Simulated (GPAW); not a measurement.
BaTe (Fm-3m): ε∞ against the local-field cutoff

The size of the dielectric matrix of BaTe (Fm-3m) is raised step by step, on the same bands.

It takes space group Fm-3m (No. 225, cubic). Conventional cell: a = 6.820 Å, b = 6.820 Å, c = 6.820 Å, α = 90.00°, β = 90.00°, γ = 90.00°. Ba on site a is surrounded by 6 Te at 3.41 Å. Te on site b has 6 Ba at 3.41 Å as nearest neighbours.

Method: GPAW 26.7.0, PBE, RPA, k-mesh 9×9×9, Lorentzian half width 0.15 eV.

Launch of the response step: `OMP_NUM_THREADS=1 python df.py`. The series took 3.9 min in all, its band step included, on 1 thread of Arm Neoverse V2, on a shared host.

| cutoff (eV) | time of the step (s) | ε∞ |
| --- | --- | --- |
| 20 | 10 | 6.0976 |
| 40 | 11 | 5.9627 |
| 60 | 11 | 5.9561 |
| 100 | 17 | 5.9349 |
| 150 | 41 | ? |

The number of plane waves grows as cutoff^(3/2); a common extrapolation takes the result as linear in its inverse.

Working, on the rows shown:

| x = cutoff^(−3/2) (eV^−3/2) | y = ε∞ |
| --- | --- |
| 0.0111803 | 6.0976 |
| 0.00395285 | 5.9627 |
| 0.00215166 | 5.9561 |
| 0.001 | 5.9349 |

Means: x̄ = 0.0045712, ȳ = 5.9878. Σ(x − x̄)(y − ȳ) = 0.001007, Σ(x − x̄)² = 6.267e-05. Slope = 0.001007 / 6.267e-05 = 16.07; intercept = ȳ − slope · x̄ = 5.9144. The line misses the rows shown by at most 0.015.

Task: What does the fit predict for the withheld row, and how well does it do?

Result: At x = 0.00054433 the line gives y = 5.9231. The run gave 5.9319, so the extrapolation is off by 0.0088, 5 % of the range in the table.

Refitted with all rows, the slope is 15.69 and the intercept 5.9175. The line reaches 5.918 at infinite cutoff, 0.2 % from the last run, while the last two runs differ by 0.05 %. ε∞ moves in steps as shells of reciprocal vectors enter, so the limit is good only to about the larger of these. The cell comes from an older database entry, whose edges can be off by a per cent or so. Excitons are left out; PBE gaps are as a rule too small. The values come from a sum over the points of one k-mesh and carry its error, which grows as the direct gap shrinks. Spin-orbit coupling is left out.
